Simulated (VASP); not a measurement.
All cells: G0W0@PBE in VASP with _GW potentials, real axis with 200 points, bands to about 270 eV, response cutoff 180 eV, meshes of 6×6×6 or like density, handbook lattice constants, no spin-orbit coupling; edges are sought among the points solved (high-symmetry points and, for some cells, the mesh's band edge), and the crystal's can lie elsewhere. Band sums and response are cut, so the gaps aren't at their basis limit.

Q: Which cell has the electronic dielectric constant on this mesh equal to 10.6?
A. BP (F-43m), 2 atoms, 11.7 Å³ an atom
B. Si (Fd-3m), 2 atoms, 20.0 Å³ an atom
C. BAs (F-43m), 2 atoms, 13.6 Å³ an atom

A: C. The others: BP 9.8, Si 15.3.

Coarse meshes can put the dielectric constant off by a tenth and more.
